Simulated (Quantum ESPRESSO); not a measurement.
# MnO (Fm-3m) in Quantum ESPRESSO: equation of state

How stiff is MnO in PBE, and what volume does it want? The cell is scaled to several volumes.

All numbers are computed with Quantum ESPRESSO 7.5; they aren't measurements. Logs are shortened: lines on timing, memory, paths and dates and some standing lists are left out, and cuts for length are marked.

**1. Starting point**

It takes space group Fm-3m (No. 225, cubic). Conventional cell: a = 4.448 Å, b = 4.448 Å, c = 4.448 Å, α = 90.00°, β = 90.00°, γ = 90.00°. Mn (site symmetry m-3m) is surrounded by 6 O at 2.22 Å. Around O (site symmetry m-3m) lie 6 Mn at 2.22 Å.

The cell is a database's computed one.

**2. Single point, PBE, collinear spin, ferromagnetic start, 10.34 Å³/atom**

pw.in

```
&CONTROL
  calculation = 'scf'
  prefix = 'pwscf'
  outdir = './tmp'
  pseudo_dir = './pseudo'
  tprnfor = .true.
  tstress = .true.
  disk_io = 'nowf'
/
&SYSTEM
  ibrav = 0
  nat = 2
  ntyp = 2
  ecutwfc = 65
  ecutrho = 780
  nbnd = 20
  occupations = 'smearing'
  smearing = 'fd'
  degauss = 0.00367493
  nspin = 2
  starting_magnetization(1) = 0.2667
  starting_magnetization(2) = 0
/
&ELECTRONS
  conv_thr = 4d-10
  electron_maxstep = 120
  mixing_beta = 0.3
/
ATOMIC_SPECIES
Mn    54.9380 mn_pbe_v1.5.uspp.F.UPF
O     15.9990 O.pbe-n-kjpaw_psl.0.1.UPF
CELL_PARAMETERS angstrom
   0.0000000000    2.1785090927    2.1785090927
   2.1785090927    0.0000000000    2.1785090927
   2.1785090927    2.1785090927    0.0000000000
ATOMIC_POSITIONS crystal
Mn     0.0000000000    0.0000000000    0.0000000000
O      0.5000000000    0.5000000000    0.5000000000
K_POINTS automatic
10 10 10 0 0 0
```

Potentials or basis: SSSP 1.3 efficiency PBE.

On the command line:

```
> OMP_NUM_THREADS=1 pw.x -in pw.in > pw.out
```

pw.out:

```text
This program is part of the open-source Quantum ESPRESSO suite
     for quantum simulation of materials; please cite
         "P. Giannozzi et al., J. Phys.:Condens. Matter 21 395502 (2009);
         "P. Giannozzi et al., J. Phys.:Condens. Matter 29 465901 (2017);
         "P. Giannozzi et al., J. Chem. Phys. 152 154105 (2020);
     in publications or presentations arising from this work. More details at

     file O.pbe-n-kjpaw_psl.0.1.UPF: wavefunction(s)  2P renormalized
     Message from routine setup:
     using ibrav=0 with symmetry is DISCOURAGED, use correct ibrav instead

     G-vector sticks info
     --------------------
     sticks:   dense  smooth     PW     G-vecs:    dense   smooth      PW
     Sum        1813     595    199                51445     9841    1807

     Using Slab Decomposition

     bravais-lattice index     =            0
     lattice parameter (alat)  =       5.8220  a.u.
     unit-cell volume          =     139.5419 (a.u.)^3
     number of atoms/cell      =            2
     number of atomic types    =            2
     number of electrons       =        21.00
     number of Kohn-Sham states=           20
     kinetic-energy cutoff     =      65.0000  Ry
     charge density cutoff     =     780.0000  Ry
     scf convergence threshold =      4.0E-10
     mixing beta               =       0.3000
     number of iterations used =            8  plain     mixing
     Exchange-correlation= SLA  PW   PBX  PBC
                           (   1   4   3   4   0   0   0)

     celldm(1)=   5.822014  celldm(2)=   0.000000  celldm(3)=   0.000000
     celldm(4)=   0.000000  celldm(5)=   0.000000  celldm(6)=   0.000000

     crystal axes: (cart. coord. in units of alat)
               a(1) = (   0.000000   0.707107   0.707107 )
               a(2) = (   0.707107   0.000000   0.707107 )
               a(3) = (   0.707107   0.707107   0.000000 )

     reciprocal axes: (cart. coord. in units 2 pi/alat)
               b(1) = ( -0.707107  0.707107  0.707107 )
               b(2) = (  0.707107 -0.707107  0.707107 )
               b(3) = (  0.707107  0.707107 -0.707107 )

     PseudoPot. # 1 for Mn read from file:
     mn_pbe_v1.5.uspp.F.UPF
     Pseudo is Ultrasoft + core correction, Zval = 15.0
     Generated by new atomic code, or converted to UPF format
     Using radial grid of  859 points,  6 beta functions with:
                l(1) =   0
                l(2) =   0
                l(3) =   1
                l(4) =   1
                l(5) =   2
                l(6) =   2
     Q(r) pseudized with  8 coefficients,  rinner =    0.950   0.950   0.950
                                                       0.950   0.950

     PseudoPot. # 2 for O  read from file:
     O.pbe-n-kjpaw_psl.0.1.UPF
     Pseudo is Projector augmented-wave + core cor, Zval =  6.0
     Generated using "atomic" code by A. Dal Corso  v.5.0.99 svn rev. 10869
     Shape of augmentation charge: BESSEL
     Using radial grid of 1095 points,  4 beta functions with:
                l(1) =   0
                l(2) =   0
                l(3) =   1
                l(4) =   1
     Q(r) pseudized with 0 coefficients

     atomic species   valence    mass     pseudopotential
     Mn               15.00    54.93800     Mn( 1.00)
     O                 6.00    15.99900     O ( 1.00)

     Starting magnetic structure
     atomic species   magnetization
     Mn              0.267
     O               0.000

     48 Sym. Ops., with inversion, found

   Cartesian axes

     site n.     atom                  positions (alat units)
         1        Mn     tau(   1) = (   0.0000000   0.0000000   0.0000000  )
         2        O      tau(   2) = (   0.7071068   0.7071068   0.7071068  )

     number of k points=    47  Fermi-Dirac smearing, width (Ry)=  0.0037
                       cart. coord. in units 2pi/alat
        k(    1) = (   0.0000000   0.0000000   0.0000000), wk =   0.0010000
        k(    2) = (   0.0707107   0.0707107  -0.0707107), wk =   0.0080000
        k(    3) = (   0.1414214   0.1414214  -0.1414214), wk =   0.0080000
        k(    4) = (   0.2121320   0.2121320  -0.2121320), wk =   0.0080000
        k(    5) = (   0.2828427   0.2828427  -0.2828427), wk =   0.0080000
        k(    6) = (  -0.3535534  -0.3535534   0.3535534), wk =   0.0040000
[... 39 lines left out ...]
        k(   46) = (  -0.0707107  -0.3535534   0.6363961), wk =   0.0240000
        k(   47) = (  -0.7071068   0.2828427   0.0000000), wk =   0.0120000

     Dense  grid:    51445 G-vectors     FFT dimensions: (  54,  54,  54)

     Smooth grid:     9841 G-vectors     FFT dimensions: (  30,  30,  30)

     Check: negative core charge=   -0.000016
     Generating pointlists ...
     new r_m :   0.2917 (alat units)  1.6982 (a.u.) for type    1
     new r_m :   0.2917 (alat units)  1.6982 (a.u.) for type    2

     Initial potential from superposition of free atoms

     starting charge      20.4999, renormalised to      21.0000
     Starting wfcs are   17 randomized atomic wfcs +    3 random wfcs

     Self-consistent Calculation

     iteration #  1     ecut=    65.00 Ry     beta= 0.30
     Davidson diagonalization with overlap
     ethr =  1.00E-02,  avg # of iterations =  5.1

     total energy              =    -252.71701581 Ry
     estimated scf accuracy    <       0.73015432 Ry

     total magnetization       =     4.24 Bohr mag/cell
     absolute magnetization    =     4.24 Bohr mag/cell

     iteration #  2     ecut=    65.00 Ry     beta= 0.30
     Davidson diagonalization with overlap
     ethr =  3.48E-03,  avg # of iterations =  1.5

     total energy              =    -252.89105960 Ry
     estimated scf accuracy    <       0.07281074 Ry

     total magnetization       =     4.28 Bohr mag/cell
     absolute magnetization    =     4.28 Bohr mag/cell
[... 89 lines left out ...]
     total energy              =    -252.90922759 Ry
     estimated scf accuracy    <          5.6E-09 Ry

     total magnetization       =     4.60 Bohr mag/cell
     absolute magnetization    =     4.60 Bohr mag/cell

     iteration # 11     ecut=    65.00 Ry     beta= 0.30
     Davidson diagonalization with overlap
     ethr =  2.67E-11,  avg # of iterations =  1.2

     negative rho (up, down):  0.000E+00 8.130E-05

     Magnetic moment per site  (integrated on atomic sphere of radius R)
     atom   1 (R=0.292)  charge= 12.5418  magn=  3.8963
     atom   2 (R=0.292)  charge=  5.8868  magn=  0.2178

     End of self-consistent calculation

 ------ SPIN UP ------------

          k = 0.0000 0.0000 0.0000 (  1243 PWs)   bands (ev):

   -67.1913 -35.9145 -35.9145 -35.9145  -6.3677  10.3917  10.3917  10.3917
    11.1942  11.1942  11.1942  11.7763  11.7763  14.1974  28.5985  31.1787
    31.1787  31.1787  35.1515  35.1515

          k = 0.0707 0.0707-0.0707 (  1242 PWs)   bands (ev):

   -67.1905 -35.9225 -35.9155 -35.9155  -6.2727   9.5287   9.8630   9.8630
    11.3203  11.3203  11.4537  12.3195  12.3195  14.8774  27.5617  30.8675
    30.8675  31.4783  34.2898  34.2898

          k = 0.1414 0.1414-0.1414 (  1242 PWs)   bands (ev):

   -67.1883 -35.9433 -35.9181 -35.9181  -6.0138   8.1384   9.0995   9.0995
    11.5579  11.5579  11.7432  13.2260  13.2260  16.1987  25.6349  29.7035
    29.7035  32.0102  34.0551  34.0551

          k = 0.2121 0.2121-0.2121 (  1245 PWs)   bands (ev):
[... 155 lines left out ...]
          k = 0.0000-0.5657 0.5657 (  1234 PWs)   bands (ev):

   -67.1796 -35.9804 -35.9569 -35.9402  -5.2593   7.1725   7.8627   8.7094
    11.0652  12.4051  12.5553  12.9043  13.2256  20.8720  22.6259  23.5832
    28.3921  30.0076  37.4843  40.5240

          k =-0.7071 0.0000 0.0000 (  1234 PWs)   bands (ev):

   -67.1795 -35.9887 -35.9447 -35.9447  -5.3297   7.0053   9.3033   9.3033
    10.0601  12.2555  12.5122  12.5122  12.6990  19.9103  22.5814  25.1718
    28.7281  28.7281  39.6565  41.1904

          k = 0.2828 0.1414 0.0000 (  1251 PWs)   bands (ev):

   -67.1865 -35.9505 -35.9283 -35.9210  -5.8370   7.4595   8.8878   9.1372
    11.2286  11.9960  12.2201  12.4608  13.6790  17.4384  25.4464  26.9973
    29.5573  30.6303  35.3060  36.7772

          k = 0.3536 0.2121-0.0707 (  1243 PWs)   bands (ev):

   -67.1841 -35.9684 -35.9349 -35.9242  -5.5630   6.8047   8.3413   8.6049
    11.4798  12.1465  12.4079  12.9877  14.2702  18.5486  24.0406  25.6942
    28.4239  31.7206  36.2287  36.7829

          k =-0.2828-0.4243 0.5657 (  1238 PWs)   bands (ev):

   -67.1822 -35.9835 -35.9384 -35.9278  -5.3287   6.3113   7.9607   8.2128
    11.7886  12.2276  12.5337  13.6018  14.5209  19.3688  22.8529  25.1161
    27.5297  33.0316  35.9019  36.9841

          k =-0.2121-0.3536 0.4950 (  1226 PWs)   bands (ev):
[... 65 lines left out ...]
          k =-0.0707-0.3536 0.6364 (  1228 PWs)   bands (ev):

   -67.1798 -35.9716 -35.9627 -35.9416  -5.2164   7.1971   7.6281   8.0593
    11.9647  12.0374  12.5321  12.8225  13.7997  22.0586  22.3263  23.2436
    26.5140  33.4133  33.8357  41.5373

          k =-0.7071 0.2828 0.0000 (  1232 PWs)   bands (ev):

   -67.1795 -35.9735 -35.9599 -35.9456  -5.2245   7.3668   7.8772   7.9671
    11.7008  12.2611  12.5131  12.5913  13.5748  21.6780  22.7903  23.3839
    26.3469  32.2695  35.1231  41.2087

 ------ SPIN DOWN ----------

          k = 0.0000 0.0000 0.0000 (  1243 PWs)   bands (ev):

   -62.3955 -31.2233 -31.2233 -31.2233  -5.9392  10.7620  10.7620  10.7620
    15.0429  15.0429  15.0429  15.4509  15.7519  15.7519  29.1993  32.6738
    32.6738  32.6738  37.4936  37.4936

          k = 0.0707 0.0707-0.0707 (  1242 PWs)   bands (ev):

   -62.3945 -31.2336 -31.2244 -31.2244  -5.8464  10.1412  10.5499  10.5499
    15.1049  15.1724  15.1724  16.0214  16.0214  16.0706  28.5886  32.3923
    32.3923  32.7755  36.2653  36.2653

          k = 0.1414 0.1414-0.1414 (  1242 PWs)   bands (ev):

   -62.3918 -31.2604 -31.2275 -31.2275  -5.5944   8.9012  10.0775  10.0775
    15.2745  15.4977  15.4977  16.6797  16.6797  17.3444  27.0609  31.2814
    31.2814  33.3239  35.7276  35.7276

          k = 0.2121 0.2121-0.2121 (  1245 PWs)   bands (ev):
[... 155 lines left out ...]
          k = 0.0000-0.5657 0.5657 (  1234 PWs)   bands (ev):

   -62.3813 -31.3062 -31.2769 -31.2551  -4.8542   7.7794   8.6556   9.4870
    14.3088  16.7123  16.7427  16.8681  17.0534  22.7109  23.6788  25.2764
    29.8575  31.5047  38.3001  42.0749

          k =-0.7071 0.0000 0.0000 (  1234 PWs)   bands (ev):

   -62.3812 -31.3167 -31.2609 -31.2609  -4.9196   7.5477   9.7381   9.7381
    13.3048  16.4030  16.7106  16.8911  16.8911  21.8660  23.5042  27.1405
    30.1596  30.1596  41.0017  42.1648

          k = 0.2828 0.1414 0.0000 (  1251 PWs)   bands (ev):

   -62.3897 -31.2696 -31.2404 -31.2310  -5.4219   8.3177   9.8579   9.9562
    14.7995  15.9233  16.0624  16.1541  16.9138  18.8840  26.9415  28.6713
    31.2669  32.0373  36.4591  38.3648

          k = 0.3536 0.2121-0.0707 (  1243 PWs)   bands (ev):

   -62.3867 -31.2925 -31.2486 -31.2348  -5.1561   7.6480   9.3780   9.5470
    15.0666  16.1795  16.3784  16.6049  17.6010  19.8780  25.6166  27.3051
    29.9998  33.1048  37.5174  38.1938

          k =-0.2828-0.4243 0.5657 (  1238 PWs)   bands (ev):

   -62.3844 -31.3118 -31.2529 -31.2393  -4.9295   7.1461   8.9782   9.2743
    15.5177  16.3953  16.4504  17.1562  17.9793  20.6472  24.4369  26.6496
    28.9919  34.3582  37.2131  38.2951

          k =-0.2121-0.3536 0.4950 (  1226 PWs)   bands (ev):
[... 65 lines left out ...]
          k =-0.0707-0.3536 0.6364 (  1228 PWs)   bands (ev):

   -62.3815 -31.2955 -31.2837 -31.2573  -4.8149   7.9563   8.3672   8.9697
    15.6529  15.6967  16.7781  16.8425  17.5447  23.6943  23.7920  24.6790
    28.0172  34.6165  35.0663  42.4007

          k =-0.7071 0.2828 0.0000 (  1232 PWs)   bands (ev):

   -62.3812 -31.2974 -31.2801 -31.2625  -4.8212   8.0222   8.6128   8.8564
    15.0628  16.1094  16.6565  16.8927  17.3836  23.4880  24.0083  24.9108
    27.8669  33.5991  36.2077  42.5021

     the Fermi energy is    14.5223 ev

!    total energy              =    -252.90922760 Ry
     estimated scf accuracy    <          1.3E-10 Ry
     smearing contrib. (-TS)   =      -0.00076104 Ry
     internal energy E=F+TS    =    -252.90846656 Ry

     The total energy is F=E-TS. E is the sum of the following terms:
     one-electron contribution =    -103.74041516 Ry
     hartree contribution      =      63.80593924 Ry
     xc contribution           =     -34.29365488 Ry
     ewald contribution        =    -169.16121879 Ry
     one-center paw contrib.   =      -9.51911698 Ry

     total magnetization       =     4.60 Bohr mag/cell
     absolute magnetization    =     4.60 Bohr mag/cell

     convergence has been achieved in  11 iterations

     negative rho (up, down):  0.000E+00 8.130E-05

     Forces acting on atoms (cartesian axes, Ry/au):

     atom    1 type  1   force =    -0.00000000    0.00000000    0.00000000
     atom    2 type  2   force =     0.00000000   -0.00000000   -0.00000000

     Total force =     0.000000     Total SCF correction =     0.000000

     Computing stress (Cartesian axis) and pressure

     negative rho (up, down):  0.000E+00 8.130E-05
          total   stress  (Ry/bohr**3)                   (kbar)     P=       66.60
   0.00045275   0.00000000   0.00000000           66.60        0.00        0.00
   0.00000000   0.00045275   0.00000000            0.00       66.60        0.00
   0.00000000   0.00000000   0.00045275            0.00        0.00       66.60

=------------------------------------------------------------------------------=
   JOB DONE.
=------------------------------------------------------------------------------=
```

It took 39 s on 1 thread of Arm Neoverse V2, shared host; peak memory 0.27 GiB.

Results:

```
Free energy                                           : -3441.0053 eV
Pressure                                              : 6.7 GPa
Band gap on the k mesh                                : none (metal or under the smearing width)
Net moment                                            : 4.60 μB per cell
Absolute moment                                       : 4.60 μB per cell
Site moments                                          : Mn +3.90; O +0.22 μB
Valence electrons inside the program's atomic spheres : Mn 12.54; O 5.89
```

Caveat: a cell with one magnetic atom can't hold antiferromagnetic order, which such compounds often take; semilocal functionals often make such compounds metallic where correlation or magnetic order opens a gap, which also shifts bond lengths.

**3. Single point, PBE, collinear spin, ferromagnetic start, 10.56 Å³/atom**

pw.in: that of step 2 with these lines changed.

```diff
@@ -32,5 +32,5 @@
 CELL_PARAMETERS angstrom
-   0.0000000000    2.1785090927    2.1785090927
-   2.1785090927    0.0000000000    2.1785090927
-   2.1785090927    2.1785090927    0.0000000000
+   0.0000000000    2.1938512115    2.1938512115
+   2.1938512115    0.0000000000    2.1938512115
+   2.1938512115    2.1938512115    0.0000000000
 ATOMIC_POSITIONS crystal
```

Potentials or basis: SSSP 1.3 efficiency PBE.

On the command line:

```
> OMP_NUM_THREADS=1 pw.x -in pw.in > pw.out
```

Run time: 36 s. Hardware: 1 thread of Arm Neoverse V2, shared host; peak memory 0.27 GiB.

The run converged. Its results:

- Free energy: -3441.0213 eV
- Pressure: 4.4 GPa
- Band gap on the k mesh: none (metal or under the smearing width)
- Net moment: 4.68 μB per cell
- Absolute moment: 4.68 μB per cell
- Site moments: Mn +3.96; O +0.23 μB
- Valence electrons inside the program's atomic spheres: Mn 12.56; O 5.91

Caveat: a cell with one magnetic atom can't hold antiferromagnetic order, which such compounds often take; semilocal functionals often make such compounds metallic where correlation or magnetic order opens a gap, which also shifts bond lengths.

**4. Single point, PBE, collinear spin, ferromagnetic start, 10.78 Å³/atom**

pw.in: that of step 3 with these lines changed.

```diff
@@ -32,5 +32,5 @@
 CELL_PARAMETERS angstrom
-   0.0000000000    2.1938512115    2.1938512115
-   2.1938512115    0.0000000000    2.1938512115
-   2.1938512115    2.1938512115    0.0000000000
+   0.0000000000    2.2089816980    2.2089816980
+   2.2089816980    0.0000000000    2.2089816980
+   2.2089816980    2.2089816980    0.0000000000
 ATOMIC_POSITIONS crystal
```

On the command line:

```
> OMP_NUM_THREADS=1 pw.x -in pw.in > pw.out
```

Wall time 37 s (1 thread of Arm Neoverse V2, shared host); peak memory 0.27 GiB.

Results (log left out):

| Property | Result |
| --- | --- |
| Free energy | -3441.0318 eV |
| Pressure | 2.5 GPa |
| Band gap on the k mesh | none (metal or under the smearing width) |
| Net moment | 4.76 μB per cell |
| Absolute moment | 4.76 μB per cell |
| Site moments | Mn +4.03; O +0.23 μB |
| Valence electrons inside the program's atomic spheres | Mn 12.58; O 5.93 |

Caveat: a cell with one magnetic atom can't hold antiferromagnetic order, which such compounds often take; semilocal functionals often make such compounds metallic where correlation or magnetic order opens a gap, which also shifts bond lengths.

**5. Single point, PBE, collinear spin, ferromagnetic start, 11.00 Å³/atom**

pw.in: that of step 4 with these lines changed.

```diff
@@ -32,5 +32,5 @@
 CELL_PARAMETERS angstrom
-   0.0000000000    2.2089816980    2.2089816980
-   2.2089816980    0.0000000000    2.2089816980
-   2.2089816980    2.2089816980    0.0000000000
+   0.0000000000    2.2239077028    2.2239077028
+   2.2239077028    0.0000000000    2.2239077028
+   2.2239077028    2.2239077028    0.0000000000
 ATOMIC_POSITIONS crystal
```

On the command line:

```
> OMP_NUM_THREADS=1 pw.x -in pw.in > pw.out
```

It took 39 s on 1 thread of Arm Neoverse V2, shared host; peak memory 0.28 GiB.

It converged, with:

```
Free energy                                           : -3441.0362 eV
Pressure                                              : -0.1 GPa
Band gap on the k mesh                                : none (metal or under the smearing width)
Net moment                                            : 4.80 μB per cell
Absolute moment                                       : 4.80 μB per cell
Site moments                                          : Mn +4.07; O +0.23 μB
Valence electrons inside the program's atomic spheres : Mn 12.60; O 5.94
```

Caveat: a cell with one magnetic atom can't hold antiferromagnetic order, which such compounds often take; semilocal functionals often make such compounds metallic where correlation or magnetic order opens a gap, which also shifts bond lengths.

**6. Single point, PBE, collinear spin, ferromagnetic start, 11.22 Å³/atom**

pw.in: that of step 5 with these lines changed.

```diff
@@ -32,5 +32,5 @@
 CELL_PARAMETERS angstrom
-   0.0000000000    2.2239077028    2.2239077028
-   2.2239077028    0.0000000000    2.2239077028
-   2.2239077028    2.2239077028    0.0000000000
+   0.0000000000    2.2386359976    2.2386359976
+   2.2386359976    0.0000000000    2.2386359976
+   2.2386359976    2.2386359976    0.0000000000
 ATOMIC_POSITIONS crystal
```

Potentials or basis: SSSP 1.3 efficiency PBE.

On the command line:

```
> OMP_NUM_THREADS=1 pw.x -in pw.in > pw.out
```

Run time: 37 s. Hardware: 1 thread of Arm Neoverse V2, shared host; peak memory 0.29 GiB.

Results (log left out):

| Property | Result |
| --- | --- |
| Free energy | -3441.0332 eV |
| Pressure | -2.6 GPa |
| Band gap on the k mesh | none (metal or under the smearing width) |
| Net moment | 4.82 μB per cell |
| Absolute moment | 4.82 μB per cell |
| Site moments | Mn +4.10; O +0.23 μB |
| Valence electrons inside the program's atomic spheres | Mn 12.62; O 5.96 |

Caveat: a cell with one magnetic atom can't hold antiferromagnetic order, which such compounds often take; semilocal functionals often make such compounds metallic where correlation or magnetic order opens a gap, which also shifts bond lengths.

(Part 1 of 2 ends here.)
